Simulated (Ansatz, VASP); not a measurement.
**One calculation of CoO, two programs**

Contents of INCAR:

```
SYSTEM = CoO
PREC = Accurate ; ENCUT = 520
EDIFF = 1E-6 ; ISMEAR = 0
SIGMA = 0.15 ; LREAL = .FALSE.
LASPH = .TRUE. ; NELM = 150
ALGO = Normal ; ISIF = 2
LWAVE = .FALSE. ; LCHARG = .FALSE.
ISPIN = 2 ; MAGMOM = 2.57 0.32
LORBIT = 11 ; LMAXMIX = 4
GGA = PS ; NBANDS = 18
```

KPOINTS

```
Automatic mesh
0
G
  16 16 16
  0 0 0
```

POSCAR

```
CoO
1.0
   -1.4734932815      1.4734932815      2.0833044356
    1.4734932815     -1.4734932815      2.0833044356
    1.4734932815      1.4734932815     -2.0833044356
Co O
1 1
Direct
    0.0000000000      0.0000000000      0.0000000000
    0.5000000000      0.5000000000      0.0000000000
```

Input for Ansatz:

```yaml
crystal:
  lattice:
    - [-1.4734932815, 1.4734932815, 2.0833044356]
    - [1.4734932815, -1.4734932815, 2.0833044356]
    - [1.4734932815, 1.4734932815, -2.0833044356]
  atoms:
    - { symbol: Co, position: [0.0, 0.0, 0.0], spin: 2.57 }
    - { symbol: O, position: [0.5, 0.5, 0.0], spin: 0.32 }
basis:
  ecutwfc: 420
kpoints:
  mp_grid: { grid: [16, 16, 16] }
hamiltonian:
  xc: pbesol
scf:
  occupations: { method: gaussian, width: 0.15 }
output:
  forces: true
  stress: true
  eigenvalues: true
  populations: true
  write_density: true
  write_potential: true
  elf: true
  volumetric_format: npy
magnetization:
  spin_polarized: true
```

Alike in both runs: task single point; functional PBEsol; k mesh 16 × 16 × 16; occupations gaussian, width 0.15 eV; collinear spin.

|  | VASP | Ansatz |
| --- | --- | --- |
| version | VASP 6.6.1 | Ansatz 0.2.0 |
| potentials or method | VASP PAW PBE potentials, release 64 (Co, O) | scalar-relativistic, plane waves, PAW |
| plane-wave cutoff (eV) | 520 | 420 |
| valence electrons in the cell | 15 | 23 |

|  | VASP | Ansatz | Ansatz less VASP |
| --- | --- | --- | --- |
| gap on the k mesh at the Fermi level (eV) | none | none | - |
| pressure (GPa) | -0.9 | -0.1 | +0.85 |
| net moment per atom (μB) | 1.34 | 1.37 | +0.023 |
| size of the moment on the site where the two differ most (μB) | 2.38 | 2.32 | -0.056 |

Site moments also hang on the region over which each program counts them. A gap of «none» marks a metal or a gap that the smearing closes. With one functional, cell and mesh, what is left measures potentials, basis and numerics. The two sets of potentials don't hold the same shells in valence.

Caveats: the PAW data sets were made with another functional, which shifts forces and pressure a little (VASP); a cell with one magnetic atom can't hold antiferromagnetic order, which such compounds often take; semilocal functionals often make such compounds metallic where correlation or magnetic order opens a gap, which also shifts bond lengths.
